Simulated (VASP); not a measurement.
A run of VASP 6.6.1:

File INCAR:

```
SYSTEM = Zn
PREC = Accurate
ENCUT = 600
EDIFF = 1E-7
ISMEAR = 1
SIGMA = 0.1
LREAL = .False.
LASPH = .True.
NELM = 80
ALGO = Normal
ISIF = 4
LWAVE = .False.
LCHARG = .False.
GGA = PS
IBRION = 2
NSW = 40
EDIFFG = -0.01
```

Contents of KPOINTS:

```
Automatic mesh
0
Gamma
  18 18 8
  0 0 0
```

File POSCAR:

```
Zn                                      
1.0
    2.6171835017      0.0000000000      0.0000000000
   -1.3085917508      2.2665473989      0.0000000000
    0.0000000000      0.0000000000      4.9085908937
  Zn            
     2
Direct
     0.3333333332999970    0.6666666667000030    0.2500000000000000
     0.6666666667000030    0.3333333332999970    0.7500000000000000
```

Potentials or basis: VASP PAW PBE potentials, release 64 (Zn).

Command:

```bash
$ cat potpaw_PBE.64/Zn/POTCAR > POTCAR
$ mpirun -np 1 vasp_std > vasp.out
```

Hardware: 1 thread of AMD EPYC 9R45 96-Core Processor (Zen 5), with other jobs on the host.

Question: How long does it take, and how much memory?

Answer: It took 3.9 min on 1 thread of AMD EPYC 9R45 96-Core Processor (Zen 5), on a shared host, peak memory 0.19 GiB. Counts: scf iterations 40, k points 185, ion steps 5.
